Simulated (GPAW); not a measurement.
## TePb in GPAW: the effect of strain hydrostatic

Crystal: TePb.

```
Pb Te
1.0
     0.00000    3.10176    3.10176
     3.10176    0.00000    3.10176
     3.10176    3.10176    0.00000
Pb Te
1 1
Direct
  0.00000 0.00000 0.00000
  0.50000 0.50000 0.50000
```

Alike in all runs:

```yaml
Program: GPAW 26.7.0
Task: band structure
Functional: PBEsol
Potentials_or_basis: PAW data sets generated in the run's folder for this functional
Cutoff: 600 eV
Basis: pw
k_mesh: 7 × 7 × 7
Occupations: fermi-dirac, width 0.05 eV
Spin: no spin polarisation
Maxiter: 150
Band_path: GXWKGLUWLK,UX
Band_points: 80
```

Task: One run gave: pressure 2.2 GPa. Which strain hydrostatic did it use?
A. 0.04
B. -0.04
C. 0.02
D. -0.02
E. 0

Result: D.

| strain hydrostatic | pressure (GPa) |
| --- | --- |
| -0.04 | 6.1 |
| -0.02 | 2.2 |
| -0.01 | 0.7 |
| 0 | -0.7 |
| 0.01 | -1.9 |
| 0.02 | -2.9 |
| 0.04 | -4.5 |

Caveats: the density grid can change from cell to cell, which puts small steps into energies and stress.
